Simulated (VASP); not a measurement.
SnO2, 3 atoms in the cell. Symmetry: R-3m, No. 166, trigonal system. The conventional cell has a = 3.234 Å, b = 3.234 Å, c = 14.402 Å, α = 90.00°, β = 90.00°, γ = 120.00°. Sn (site symmetry -3m) is surrounded by 6 O at 2.10 Å. O (site symmetry 3m) is surrounded by 3 Sn at 2.10 Å. Measurements of this composition are mostly on another form, of space group No. 136.

```yaml
Program: VASP 6.6.1
Task: single point
Functional: LDA
Potentials_or_basis: VASP PAW LDA potentials, release 64 (Sn_d, O)
Cutoff: 520 eV
k_mesh: 5 × 5 × 5
Occupations: gaussian, width 0.01 eV
Spin: no spin polarisation
Dipole_correction: no
Further_INCAR_settings: ALGO = Fast; EDIFF = 1e-06; NBANDS = 20
```

Potentials or basis: VASP PAW LDA potentials, release 64 (Sn_d, O).

Command:

```bash
$ cat potpaw_LDA.64/Sn_d/POTCAR potpaw_LDA.64/O/POTCAR > POTCAR
$ mpirun -np 1 vasp_std > vasp.out
```

Hardware: 1 thread of Intel(R) Xeon(R) 6975P-C (Granite Rapids) (shared host).

Question: Estimate the wall time of this run.

Answer: It took 18 s on 1 thread of Intel(R) Xeon(R) 6975P-C (Granite Rapids), on a shared host, peak memory 0.19 GiB. Counts: scf iterations 15, k points 19.
